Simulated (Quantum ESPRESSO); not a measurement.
CuO under changes of volume

One of the cells (10.163 Å³/atom); the others are scaled copies at fixed shape and fractional positions:

```
Cu O
1.0
     2.34465   -1.71340    0.00000
     2.34465    1.71340    0.00000
    -0.86055    0.00000    5.05944
Cu O
2 2
Direct
  0.00320 0.49680 0.00000
  0.49680 0.00320 0.50000
  0.57140 0.40560 0.25370
  0.40560 0.57140 0.75370
```

| Quantity | Value |
| --- | --- |
| Program | Quantum ESPRESSO 7.5 |
| Functional | PBE |
| Potentials or basis | SSSP 1.3 efficiency PBE |
| Cutoff | 748 eV |
| Density cutoff | 5987 eV |
| k mesh | 10 × 10 × 5 |
| Occupations | fermi-dirac, width 0.05 eV |
| Spin | no spin polarisation |

```csv
volume (Å³/atom),energy over the lowest point (meV/atom),pressure (GPa),largest force (eV/Å)
9.553,52.55,18.8,0.980
9.756,31.27,13.8,0.907
9.959,15.96,9.4,0.839
10.163,6.02,5.4,0.775
10.366,0.86,1.9,0.731
10.569,0.00,-1.3,0.719
10.772,?,?,?
```

Problem. What does the run at 10.772 Å³/atom give?

Solution. Energy over the lowest point 2.99 meV/atom; pressure -4.2 GPa; largest force 0.714 eV/Å.

Worked out: A Birch-Murnaghan fit of order 3 (a polynomial in V^(-2/3)) to the other rows has its minimum at 10.51 Å³/atom with B0 = V·E''(V) = 161 GPa and B' = 4.8 at fixed shape and positions, which overstates the stiffness. It gives 2.94 meV/atom at 10.772 Å³/atom, against the run's 2.99, and -dE/dV = -3.7 GPa, against -4.2.

Energies are extrapolated to zero smearing.

Caveats: the run has no spin polarisation, though such a crystal can be magnetic.
